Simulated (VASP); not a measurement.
Set up this calculation in VASP 6.6.1, as the native input.

```yaml
Task: single point
Functional: PBE
Potentials_or_basis: VASP PAW PBE potentials, release 64 (Cs_sv)
Cutoff: 520 eV
k_mesh: 6 × 6 × 6
Occupations: fermi-dirac, width 0.1 eV
Spin: no spin polarisation
Dipole_correction: no
Further_INCAR_settings: ALGO = Normal; EDIFF = 1e-06; NBANDS = 10
```

The structure of Cs lies in POSCAR:

```
Cs
1.0
   -2.6353532335      2.6353532335      3.9263184416
    2.6353532335     -2.6353532335      3.9263184416
    2.6353532335      2.6353532335     -3.9263184416
Cs
1
Direct
    0.0000000000      0.0000000000      0.0000000000
```

This isn't the form of Cs at room conditions, which is bcc.

One way to write it, as run:

INCAR

```
SYSTEM = Cs
ALGO     = Normal         ! electronic algorithm
EDIFF    = 1E-6           ! SCF threshold, eV
ENCUT    = 520            ! plane-wave cutoff, eV
GGA      = PE             ! functional
ISIF     = 2              ! what is computed and relaxed
ISMEAR   = -1             ! smearing method
LASPH    = .TRUE.         ! aspherical terms in the spheres
LCHARG   = .FALSE.        ! write CHGCAR
LREAL    = .FALSE.        ! projectors in reciprocal space
LWAVE    = .FALSE.        ! write WAVECAR
NBANDS   = 10             ! bands
NELM     = 100            ! most SCF steps
PREC     = Accurate       ! precision mode
SIGMA    = 0.1            ! smearing width, eV
```

KPOINTS

```
k-points
0
G
  6 6 6
  0 0 0
```

Potentials or basis: VASP PAW PBE potentials, release 64 (Cs_sv).

Launch:

```bash
$ cat potpaw_PBE.64/Cs_sv/POTCAR > POTCAR
$ mpirun -np 1 vasp_std > vasp.out
```

Results of the run:

- Pressure: 0.2 GPa
- Band gap on the k mesh: none (metal or under the smearing width)

Run time: 11 s on 1 thread of Intel(R) Xeon(R) 6975P-C (Granite Rapids) (shared host), peak memory 0.24 GiB.
